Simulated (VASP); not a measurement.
Here is a VASP 6.6.1 calculation.

The input INCAR:

```
  PREC = Accurate
  ENCUT = 500
  EDIFF = 1E-6
  ISMEAR = 0
  SIGMA = 0.01
  LREAL = F
  LASPH = T
  NELM = 120
  ALGO = Normal
  ISIF = 2
  LWAVE = F
  LCHARG = T
  GGA = PE
  IVDW = 13
  LELF = T
  LVHAR = T
  NBANDS = 15
  GGA_COMPAT = F
```

File KPOINTS:

```
regular mesh
0
Gamma
  6 6 6
```

Contents of POSCAR:

```
BaS
1.0
    0.0000000000      3.1723147904      3.1723147904
    3.1723147904      0.0000000000      3.1723147904
    3.1723147904      3.1723147904      0.0000000000
Ba S
1 1
Direct
    0.0000000000      0.0000000000      0.0000000000
    0.5000000000      0.5000000000      0.5000000000
```

Potentials or basis: VASP PAW PBE potentials, release 64 (Ba_sv, S).

The run is started by

```bash
$ cat potpaw_PBE.64/Ba_sv/POTCAR potpaw_PBE.64/S/POTCAR > POTCAR
$ mpirun -np 1 vasp_std > vasp.out
```

Question: Predict the band gap on the k mesh.

Answer: 2.07 eV, indirect (least direct gap 2.20 eV).

Question: Estimate the dispersion energy per atom.

Answer: -0.239 eV.

Question: Predict the pressure.

Answer: 1.2 GPa.

Caveat: spin-orbit coupling is left out, which moves the levels of the heavy elements.

**What was measured.**

A printed reference work, monograph, original work of 1988 reports, for a bulk crystal of BaS at 2 K: band gap 3.806 eV (indirect).

Measured gap of BaS: 3.806 eV (indirect; 2 K; a printed reference work, monograph, original work of 1988). This calculation gives 2.07 eV (-1.73 eV). Spin-orbit coupling on Ba is left out. The value is that of PBE+D4 on a finite k mesh, which can miss the band edges, without temperature or zero-point motion. Semilocal functionals fall short of measured gaps as a rule.
